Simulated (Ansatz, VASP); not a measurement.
# TiC62 in two plane-wave programs

Wanted: the spread between two codes on one cell, functional and k mesh. The cell is taken from a series of runs on this material, whose earlier steps may have relaxed, scaled, displaced or heated it; both programs get it as it stands.

Method: plane waves, with VASP 6.6.1 beside it; single point at HSE06, in Ansatz 0.2.0.

In doubt: a hybrid run on one k-point, which bears on gaps, levels and energies.

### Step 1. Starting point

The cell holds 63 atoms: 62 C and 1 Ti. Its edges and angles: a = 7.063 Å, b = 7.063 Å, c = 7.063 Å, α = 90.0°, β = 90.0°, γ = 90.0°. It derives from C (C (Fd-3m)). Nearest the centre at fractional (0.438, 0.438, 0.562): Ti63 at 0.29 Å, C22 at 1.95 Å, C12 at 2.01 Å, C26 at 2.02 Å, C41 at 2.07 Å, C37 at 2.07 Å, C59 at 2.08 Å, C7 at 2.61 Å. The cell carries charge −1.

### Step 2. Ansatz: single point, HSE06

Ansatz runs on its default PAW (the set named soft_2) files.

With cell and atoms fixed, the geometry can't cause a difference; cores, projectors, grids and the points listed under the comparison can.

Contents of input.yaml:

```yaml
crystal:
  lattice:
    - [7.06345877, 0.0, 0.0]
    - [0.0, 7.06345877, 0.0]
    - [0.0, 0.0, 7.06345877]
  atoms:
    - { symbol: C, position: [-0.00185878234, 0.00073232803, 0.00030349014] }
    - { symbol: C, position: [-0.00388984576, 0.25020173975, 0.24850236191] }
    - { symbol: C, position: [0.24748674289, -0.00041352177, 0.24980178805] }
    - { symbol: C, position: [0.2487680459, 0.25088610405, -0.00019253925] }
    - { symbol: C, position: [0.12293511321, 0.12597305244, 0.12477159634] }
    - { symbol: C, position: [0.12050410446, 0.37454893997, 0.37300385045] }
    - { symbol: C, position: [0.37332515029, 0.12546655695, 0.37498411252] }
    - { symbol: C, position: [0.37273252143, 0.3752664315, 0.12550268565] }
    - { symbol: C, position: [-0.00114753508, 0.00105364354, 0.50056940637] }
    - { symbol: C, position: [-0.00017809552, 0.25181857267, 0.74924789246] }
    - { symbol: C, position: [0.24876187311, 0.00122549049, 0.75018140844] }
    - { symbol: C, position: [0.23882480939, 0.24641189428, 0.49041377331] }
    - { symbol: C, position: [0.12530043976, 0.12813191694, 0.62365981505] }
    - { symbol: C, position: [0.12534744831, 0.37741424762, 0.87286200955] }
    - { symbol: C, position: [0.37352992362, 0.12225457158, 0.87877561696] }
    - { symbol: C, position: [-0.00111890636, 0.50046942227, -2.764412e-05] }
    - { symbol: C, position: [-0.00247168582, 0.75041590201, 0.25064606395] }
    - { symbol: C, position: [0.24540802425, 0.50107997679, 0.24981453879] }
    - { symbol: C, position: [0.24749013075, 0.75123260933, 0.00147575527] }
    - { symbol: C, position: [0.12188169048, 0.62487616219, 0.12415571447] }
    - { symbol: C, position: [0.12186412031, 0.87690215051, 0.37616754937] }
    - { symbol: C, position: [0.36227569724, 0.62613963929, 0.37495442016] }
    - { symbol: C, position: [0.37369935112, 0.87335623167, 0.12768983446] }
    - { symbol: C, position: [-0.00236236932, 0.50119944397, 0.49985387456] }
    - { symbol: C, position: [-0.00389103977, 0.75252373458, 0.75084223607] }
    - { symbol: C, position: [0.23895835425, 0.51060430551, 0.75450904699] }
    - { symbol: C, position: [0.24539710994, 0.75127427713, 0.49994991764] }
    - { symbol: C, position: [0.12054241775, 0.62803394662, 0.62646848314] }
    - { symbol: C, position: [0.12292291937, 0.87624869618, 0.87507982474] }
    - { symbol: C, position: [0.37333045941, 0.62610118667, 0.87557858188] }
    - { symbol: C, position: [0.37274455865, 0.87555717509, 0.62579184135] }
    - { symbol: C, position: [0.49737301515, -0.00257876813, 0.00363258329] }
    - { symbol: C, position: [0.50060145265, 0.24760692523, 0.2465970644] }
    - { symbol: C, position: [0.74693550687, -0.0013625996, 0.25102331332] }
    - { symbol: C, position: [0.75041482503, 0.25028673467, 0.00116345785] }
    - { symbol: C, position: [0.62281018769, 0.12238356436, 0.12392894269] }
    - { symbol: C, position: [0.63581983378, 0.36460225348, 0.35942557613] }
    - { symbol: C, position: [0.87418810817, 0.12297864225, 0.37559526672] }
    - { symbol: C, position: [0.87519267881, 0.37603925362, 0.12329432651] }
    - { symbol: C, position: [0.49734259584, -0.00049139727, 0.5013844861] }
    - { symbol: C, position: [0.50396969159, 0.23644608995, 0.76457701797] }
    - { symbol: C, position: [0.75040223207, -0.00011104088, 0.75076559973] }
    - { symbol: C, position: [0.75129568613, 0.24837367063, 0.49831683309] }
    - { symbol: C, position: [0.62406685141, 0.12197431243, 0.62841632607] }
    - { symbol: C, position: [0.62404786929, 0.37260398335, 0.8790662969] }
    - { symbol: C, position: [0.87473812758, 0.12633821871, 0.87470576858] }
    - { symbol: C, position: [0.87441987436, 0.37642259076, 0.62463236582] }
    - { symbol: C, position: [0.4973417832, 0.49968097965, 0.00151471133] }
    - { symbol: C, position: [0.49465405971, 0.74559939116, 0.25545240974] }
    - { symbol: C, position: [0.74982073097, 0.49944198268, 0.24817249911] }
    - { symbol: C, position: [0.74693570947, 0.75003427653, 0.00241185643] }
    - { symbol: C, position: [0.62167164004, 0.62418291786, 0.12736606203] }
    - { symbol: C, position: [0.62167887922, 0.87367861331, 0.37685357321] }
    - { symbol: C, position: [0.87251740845, 0.62537821986, 0.37567827396] }
    - { symbol: C, position: [0.87266450348, 0.87502211214, 0.12602864568] }
    - { symbol: C, position: [0.50059669942, 0.754478389, 0.75348084874] }
    - { symbol: C, position: [0.75124628695, 0.50271143826, 0.75264479453] }
    - { symbol: C, position: [0.74980021519, 0.75286326812, 0.50160799316] }
    - { symbol: C, position: [0.63574699237, 0.64162022924, 0.63645418762] }
    - { symbol: C, position: [0.62281955872, 0.87713594813, 0.87867318199] }
    - { symbol: C, position: [0.8741920358, 0.62545125047, 0.87806609695] }
    - { symbol: C, position: [0.87517678436, 0.87772951961, 0.6250052939] }
    - { symbol: Ti, position: [0.47731228759, 0.42914892681, 0.57185178582] }
  host:
    repeats: [2, 2, 2]
    atoms:
      - { symbol: C, position: [0.0, 0.0, 0.0] }
      - { symbol: C, position: [0.0, 0.5, 0.5] }
      # ... 6 more atoms of the perfect host
total_charge: -1
basis:
  ecutwfc: 420
  xc_grid: 2
hamiltonian:
  xc: hse06
kpoints:
  mp_grid: { grid: [1, 1, 1] }
magnetization:
  spin_polarized: true
  initial_magnetization: 1
  spin_locking: { lock_magnetization: hard }
scf:
  occupations: { method: fermi_dirac, width: 0.01 }
  max_iter: 100
  n_extra_bands: 31
  lower_state_search: "off"
output:
  eigenstates: { localisation: true }
  orbitals: { bands: [v7, c6], matrix_elements: [hbar_velocity] }
checkpoint:
  read: "../exc.ground.qm1_M1.run"
```

The run is started by

```console
$ ansatz run input.yaml --threads 4 --pin off --max-ram 11304MiB --backend cpu --events-out ev --progress --plain --runs-dir out
```

Numbers of over 12 decimals in the logs are rounded to 6 here.

The log of the run:

```text
Warning: the band count 162 (scf.n_extra_bands) hosts the net moment |M| = 1.0000 μB (N_el = 261) but caps the reachable moment at 2·n_bands − N_el = 63.0000 μB, below the 194 bands that the automatic rule leaves for it — a moment growing past the seed, or the majority channel's smearing tail, pins there with fewer empty majority states than that count leaves; raise or omit scf.n_extra_bands unless the cap is intended
scf.n_extra_bands = 31 over 131 filled bands (N_el = 261.0): the run solves 162 bands
exact exchange: scf.exx.singularity resolves to wigner_seitz, which cuts the screened interaction at the faces of the exchange supercell's Wigner-Seitz cell, so that each pair interacts once, at the shortest of its separations (the periodic images that this leaves out come, for a point-like exchange hole, to about 0.131 eV on a filled level). The cut falls within the interaction's reach, and what an exchange supercel [...]
Engine: ansatz 0.2.0, aarch64-unknown-linux-gnu
Pseudopotentials: kind: paw
Pseudopotential: C, paw, valence charge 4, recommended cutoff 420 eV (normal), C.paw.azcp
Pseudopotential: Ti, paw, valence charge 12, recommended cutoff 420 eV (normal), Ti.paw.azcp
Functional definition: HSE06
  parameter a = 0.25
  parameter omega = 0.11/bohr
  exchange = pbe_x - a*pbe_x_sr(omega) + a*exact_x_sr(omega)
  correlation = pbe_c
Crystal: 63 atoms, lattice volume = 352.413 Å³
Basis set: ecut = 420 eV, 6931 PW (Γ), exchange–correlation on 96×96×96 points (8 copies of the dense FFT grid, shifted against one another)
Bands: 162, of which v1, the nominal top of the filled ones, is band 131 counted from 1 (130 counted from 0)
Symmetry: 1 space group operations
Space group: P1 (ITA 1), of the structure as read, at distance tolerance 7.1e-5 Å
Magnetic group: BNS 1.1 (UNI 1), of the structure as read, at distance tolerance 7.1e-5 Å
k-points: 1
Non-local potential: C, projectors of the file, l = 0: 2, l = 1: 2, l = 2: 1
Non-local potential: Ti, projectors of the file, l = 0: 3, l = 1: 2, l = 2: 3, l = 3: 1
PAW form: soft (Blöchl's): semilocal exchange-correlation on the pseudo side does not see the compensation charge
PAW frozen core: C, regenerated for the run's functional, and the local potential with it (the file was generated under x = pbe(κ = 0.804, μ = 0.219515), c = pbe(β = 0.066725))
PAW frozen core: Ti, regenerated for the run's functional, and the local potential with it (the file was generated under x = pbe(κ = 0.804, μ = 0.219515), c = pbe(β = 0.066725))
PAW one-centre angular grid: C, 110 points (default); XC on 64 Gauss nodes
PAW one-centre angular grid: Ti, 590 points (default); XC on 64 Gauss nodes
Initial density: read from a saved state, or passed on in memory by an earlier SCF of this step, an earlier step, the calling program or the single point that the run made first
Stability of the state it starts from, as read at its close in the collinear treatment: not read, because the functional holds exact exchange (a hybrid, or Hartree-Fock), whose exchange loop this test does not read (fock_operator); its run was given moments
Starting moments: Σ|m| = 1 μB on 63 of 63 sites; this step starts from the density that it was given
Initial wavefunctions: those read from a saved state, or passed on in memory by an earlier step or the calling program
Functional: x = pbe(κ = 0.804, μ = 0.219515) + 0.25 (exact − pbe) at short range (hse, ω = 0.207870 Å⁻¹), c = pbe(β = 0.066725); HSE06 as pw.x's `hse` composes it (authors' and Libxc's form: `xc: wpbeh`)
Exchange kernel: α = 0.2500, screened, ω = 0.2079 Å⁻¹, Wigner–Seitz truncation, v(0) = 696.6940 eV·Å³, q-mesh 1×1×1, nearest image of the exchange supercell L = 7.06 Å, pair-density grid 36×36×36, without the augmentation charges, whose exchange is taken in its separable form (sized by the pseudopotential files, 45×45×45 at the most)
Frozen-core exchange: fock
iter 1 solved again at ethr=1.00e-12 eV; its pass at ethr=1.00e-1 eV (dr2=3.76e-12 eV) is discarded
[...]
Converged-ψ floor refinement (derivative, response, wavefunction or occupation consumer): ⟨swp⟩=7.0  Hψ=784  notcnv=0
SCF 2 converged in 2 iterations: F = -18025.968034 eV  dr2 = 8.88e-13
hybrid outer 2: dexx = +0.000e0 eV, tail = 7.66e-12 eV, Δε = 1.24e-7 eV (about 2.54e-7 eV left of the loop's levels)
Exchange kernel: α = 0.2500, screened, ω = 0.2079 Å⁻¹, Wigner–Seitz truncation, v(0) = 696.6940 eV·Å³, q-mesh 1×1×1, nearest image of the exchange supercell L = 7.06 Å, pair-density grid 36×36×36, without the augmentation charges, whose exchange is taken in its separable form (sized by the pseudopotential files, 45×45×45 at the most)
Frozen-core exchange: fock
SCF iter   1: F=—  HF=-18025.968034 eV  |F-HF|=—  |Δ(HF+E_count)|=         —  Δρ=3.60e-8 (↑2.80e-8 ↓3.60e-8)  dr2=9.68e-13  dr2_m=2.73e-12  M=1.000 μB ∫|m|=1.204 μB  β_m=0.30  ethr=4.84e-12 (applied; sched 1.00e-12)  ⟨swp⟩=13.0  Hψ=948  notcnv=0
preconditioner: auto → none  [insulator: Δε(μ)=1.461 eV  Ē_g=17.242 eV  σ=0.010 eV  W_gap=1.00  n_scr=92 (ndim 8)  ℏωp=31.5 eV  f_vac=0.000  D(μ)=0.00/eV (n_scr^D=0)]
SCF iter   2: F=-18025.968034 eV  HF=-18025.968034 eV  |F-HF|=3.64e-12  |Δ(HF+E_count)|=    0.00e0  Δρ=2.70e-8 (↑2.14e-8 ↓2.70e-8)  dr2=4.75e-13  dr2_m=1.61e-12  M=1.000 μB ∫|m|=1.204 μB  ethr=3.57e-12 (applied; sched 1.00e-12)  ⟨swp⟩=6.0  Hψ=698  notcnv=0
Converged-ψ floor refinement (derivative, response, wavefunction or occupation consumer): ⟨swp⟩=7.0  Hψ=785  notcnv=0
SCF 3 converged in 2 iterations: F = -18025.968034 eV  dr2 = 4.75e-13
hybrid outer 3: dexx = +4.547e-13 eV, tail = 4.65e-12 eV, Δε = 7.56e-8 eV (about 4.83e-7 eV left of the loop's levels)
Exchange-term sweep: 0 of 2 (spin, k) points
Exchange-term sweep: 1 of 2 (spin, k) points
Exchange-term sweep: 2 of 2 (spin, k) points
this state was not tested for a lower state beside it, because the functional holds exact exchange (a hybrid, or Hartree-Fock), whose exchange loop this test does not read (fock_operator); the stability check (scf.self_checks: high) cannot read this state: a pseudopotential is PAW: the check reads norm-conserving sets alone
hybrid SCF converged: 3 outer / 6 inner (+0 warm-up), last move |dexx| = 4.55e-13 eV, tail = 4.65e-12 eV
Magnetization: 1.0000 μB (131.0000 up, 130.0000 down)
Absolute magnetization: 1.2186 μB (∫|ρ↑−ρ↓|, with the PAW one-centre terms)
Spin contamination: 0.0079 ħ² per cell (⟨S²⟩ above its minimum at these occupations)
Per-site moments (μB) at R_I (Å): [(0.0009213, 0.629972), (0.011946, 0.625818), (0.019372, 0.630156), (0.00249751, 0.629226), (-0.000938013, 0.629995), (-0.00314765, 0.612593), (0.012293, 0.625200), (-0.000427956, 0.627486), (0.010559, 0.624838), (0.00582253, 0.630196), (0.00250861, 0.629226), (0.154222, 0.612593), (-0.00574385, 0.615555), (-0.00572367, 0.615707), (-0.000621978, 0.604864), (0.010473, 0.624846), (0.00 [...]
Free energy (F): -18025.968034 eV
Frozen-core exchange: fock
Harris-Foulkes:  -18025.968034 eV  (|F-HF|=3.64e-12)
Internal energy: -18025.968034 eV  (E = F + TS)
E sigma→0 (E₀):  -18025.968034 eV
Fermi energy:    14.702587 (↑ 15.603939, ↓ 14.702587) eV
--- Per-component energies (eV) ---
  E_band       = 700.941003
  E_kinetic    = 6121.359779
  E_local      = -4515.360421  (includes V_loc(G=0)·N_el)
  E_nonlocal   = 1645.727267
  E_hartree    = 1177.845442
  E_xc         = -2554.325563
  E_vxc        = -3141.303278  (∫ρ·V_xc dr)
  E_exx        = -617.306174  (= α·E_x^exact, valence–valence)
  E_paw        = -7193.797879  (= ΣΔE_a)
  E_vpaw       = -530.561473  (= ΣTr[D̂ρ^β])
  E_aug_tail   = 0.000594  (compensation charges beyond the density's cutoff)
  E_ewald      = -12088.871609
  E_core_change = -1.239469  (= ΣΔE_core)
  E_smearing   = -0.000000  (= −TS)
  E_closure    = 0.000000  (closes the sum)
  E_deformation_potential = -22.630477  (in the stress; not in F)
  Σ components = -18025.968034   (vs F -18025.968034, Δ=0.00e0)
--- Band table (eV) ---
  k-point 0 ↑: bands = [... 127 lower, 13.5472, 13.6128, 13.7963, 13.8622, 17.3456, 17.7106, 18.0082, 19.0707, ... 27 higher]
  k-point 0 ↓: bands = [... 127 lower, 13.6444, 13.6970, 13.9720, 15.4331, 17.3638, 17.8962, 18.0367, 19.0779, ... 27 higher]
```

(Part 1 of 2 ends here.)

[Lines on the potential files, build, host, timing and source positions are cut from VASP's logs without a mark.]

[Logs are printed without paths, hosts, clocks, repeated set-up lines and the standing remarks that a program may print on its own settings, such as how far it seeks lower states.]

[Hosts, paths, dates, database ids (printed as entryN), source tags and the programs' standing remarks are cut or masked in the printed files.]
